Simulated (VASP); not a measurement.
A run of VASP 6.6.1 is set up as follows.

The input INCAR:

```
SYSTEM = Cd
  PREC = Accurate
  ENCUT = 600
  EDIFF = 1E-6
  ISMEAR = -1
  SIGMA = 0.05
  LREAL = .FALSE.
  LASPH = .TRUE.
  NELM = 100
  ALGO = Normal
  ISIF = 3
  LWAVE = .FALSE.
  LCHARG = .FALSE.
  GGA = PE
  IBRION = 2
  NSW = 40
  EDIFFG = -0.02
  PSTRESS = 200
```

File KPOINTS:

```
regular mesh
0
G
  10 10 10
  0 0 0
```

Contents of POSCAR:

```
Cd
1.0
   -1.7843220000      1.7843220000      1.7843220000
    1.7843220000     -1.7843220000      1.7843220000
    1.7843220000      1.7843220000     -1.7843220000
Cd
1
Direct
    0.0000000000      0.0000000000      0.0000000000
```

Potentials or basis: VASP PAW PBE potentials, release 64 (Cd).

Launch:

```bash
$ cat potpaw_PBE.64/Cd/POTCAR > POTCAR
$ mpirun -np 1 vasp_std > vasp.out
```

Q: What does it give for the relaxed cell?

A: a = 2.873 Å, b = 2.873 Å, c = 2.873 Å, α = 109.47°, β = 109.47°, γ = 109.47°.

Q: What does it give for the space group after relaxing (to 0.05 Å)?

A: Im-3m (No. 229).

Q: Predict the band gap on the k mesh.

A: None (metal or under the smearing width).

Final structure:
```
CELL_PARAMETERS angstrom
-1.65889 1.65889 1.65889
1.65889 -1.65889 1.65889
1.65889 1.65889 -1.65889
ATOMIC_POSITIONS crystal
Cd 0.00000 0.00000 0.00000
```
